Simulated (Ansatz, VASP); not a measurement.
Sb in VASP and in Ansatz

```
Sb
1.0
    -1.50500    1.50500    2.45520
     1.50500   -1.50500    2.45520
     1.50500    1.50500   -2.45520
Sb
1
Direct
  0.00000 0.00000 0.00000
```

Change from the starting cell: zz strain of -1 %.

Alike in both runs: task single point; functional PBEsol; k mesh 19 × 19 × 19; occupations fermi-dirac, width 0.05 eV; no spin polarisation.

|  | VASP | Ansatz |
| --- | --- | --- |
| version | VASP 6.6.1 | Ansatz 0.2.0 |
| potentials or method | VASP PAW PBE potentials, release 64 (Sb), cutoff 520 eV | all-electron LAPW, scalar-relativistic |

Ansatz gave:

* pressure (GPa): 16.4
* largest component of the traceless stress (GPa): 0.96

**Question.** Which values does VASP return?

**Answer.** Pressure (GPa): 16.6; largest component of the traceless stress (GPa): 1.07.

Ansatz ran all-electron here, so the differences hold the error of VASP's frozen core and of both bases.

Caveats: so large a pressure means that the cell lies far from this level's equilibrium, or that cutoff or potentials fall short (VASP); the potentials were made for another functional, which shifts forces and pressure (VASP). Spin-orbit coupling is left out, which matters for the levels of Sb.
